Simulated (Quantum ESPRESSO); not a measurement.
Crystal: Rh.

```
Rh
1.0
     0.00000    1.89785    1.89785
     1.89785    0.00000    1.89785
     1.89785    1.89785    0.00000
Rh
1
Direct
  0.00000 0.00000 0.00000
```

Base run:

```yaml
Program: Quantum ESPRESSO 7.5
Functional: PBE
Potentials_or_basis: PseudoDojo 0.4 FR PBE standard
Cutoff: 1197 eV
Density_cutoff: 4789 eV
k_mesh: 12 × 12 × 12
Occupations: fermi-dirac, width 0.05 eV
Spin: spin-orbit coupling, no magnetisation
```

Its results: band gap on the k mesh none (metal or under the smearing width); pressure 8.3 GPa.

Q: The run is repeated on the same cell with these changes: potentials or basis from PseudoDojo 0.4 FR PBE standard to PseudoDojo 0.4.1 SR PBE standard; spin from spin-orbit coupling, no magnetisation to no spin polarisation. What comes out?

A: Band gap on the k mesh none (metal or under the smearing width); pressure 7.7 GPa.
